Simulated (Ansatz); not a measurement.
AgBr:

```
Ag Br
1.0
     0.00000    2.87015    2.87015
     2.87015    0.00000    2.87015
     2.87015    2.87015    0.00000
Ag Br
1 1
Direct
  0.00000 0.00000 0.00000
  0.50000 0.50000 0.50000
```

- Program: Ansatz 0.2.0
- Task: single point
- Functional: PBE
- Potentials or basis: Ansatz PAW
- Cutoff: 420 eV (not typed: the program's choice for these potentials)
- k mesh: 8 × 8 × 8
- Occupations: fermi-dirac, width 0.05 eV
- Spin: no spin polarisation

On this cell: pressure 2.3 GPa; largest force zero by symmetry; band gap on the k mesh 0.67 eV, indirect (least direct gap 2.61 eV).

The same run follows on a disturbed copy (atoms moved at random, drawn with an rms of 0.05 Å):

```
Ag Br
1.0
     0.00000    2.87015    2.87015
     2.87015    0.00000    2.87015
     2.87015    2.87015    0.00000
Ag Br
1 1
Direct
  0.00565 0.99636 0.00428
  0.51022 0.48856 0.50500
```

What does the disturbed cell give?

The energy moves by +0.2 meV/atom; pressure 2.3 GPa; largest force 0.034 eV/Å; band gap on the k mesh 0.67 eV, indirect (least direct gap 2.60 eV).

Forces on the atoms (eV/Å):
```
Ag  -0.025  0.019 -0.012
Br   0.025 -0.019  0.012
```

A k mesh can miss the band edges.
